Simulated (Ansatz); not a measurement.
# TiTe: the cost of one run

Program: Ansatz 0.2.0. Level of theory: DFT PBE+U (U = 8 eV, J = 0.5 eV on Ti d), plane waves, PAW. These are calculated values, not measurements.

**1. The system as given**

It takes space group Fm-3m (No. 225, cubic). The conventional cell has a = 6.100 Å, b = 6.100 Å, c = 6.100 Å, α = 90.00°, β = 90.00°, γ = 90.00°. Ti (site symmetry m-3m) has 6 Te at 3.05 Å in its first shell of neighbours. Around Te (site symmetry m-3m) lie 6 Ti at 3.05 Å.

Structure file:

```cif
data_structure
_symmetry_space_group_name_H-M 'Fm-3m'
_symmetry_Int_Tables_number 225
_cell_length_a 6.1001
_cell_length_b 6.1001
_cell_length_c 6.1001
_cell_angle_alpha 90.000
_cell_angle_beta 90.000
_cell_angle_gamma 90.000
_cell_volume 227.00
loop_
_atom_site_label
_atom_site_type_symbol
_atom_site_symmetry_multiplicity
_atom_site_Wyckoff_symbol
_atom_site_fract_x
_atom_site_fract_y
_atom_site_fract_z
_atom_site_occupancy
Ti1 Ti 4 b 0.50000 0.00000 0.00000 1
Te1 Te 4 a 0.00000 0.00000 0.00000 1
```

Magnetic order typed: ferromagnetic.

**2. From atoms, symmetry kept, no search**

input.yaml reads:

```yaml
crystal:
  lattice:
    - [0.0, 3.05006681, 3.05006681]
    - [3.05006681, 0.0, 3.05006681]
    - [3.05006681, 3.05006681, 0.0]
  atoms:
    - { symbol: Ti, position: [0.5, 0.5, 0.5], spin: 2.0 }
    - { symbol: Te, position: [0.0, 0.0, 0.0] }
basis:
  ecutwfc: 420
  ecutrho_ratio: 4
kpoints:
  mp_grid: { grid: [5, 5, 5] }
hamiltonian:
  xc: pbe
  hubbard: { sites: [{ site: 0, l: d, u: 8.0, j: 0.5 }] }
scf:
  occupations: { method: gaussian, width: 0.05 }
  lower_state_search: "off"
  max_iter: 150
output:
  forces: true
  stress: true
  eigenvalues: true
  populations: true
  hubbard: { sites: [{ site: 0, l: d }] }
magnetization:
  spin_polarized: true
```

Run with:

```
$ ansatz run input.yaml --threads 2 --pin off --max-ram 3072MiB --backend cpu --events-out ev --progress --plain --runs-dir out
```

**Question.** How long does this run take on 2 threads of AMD EPYC 9R45 (Zen 5), shared host, and how much memory does it need?

About 1.1 s, with a peak of 0.41 GiB.
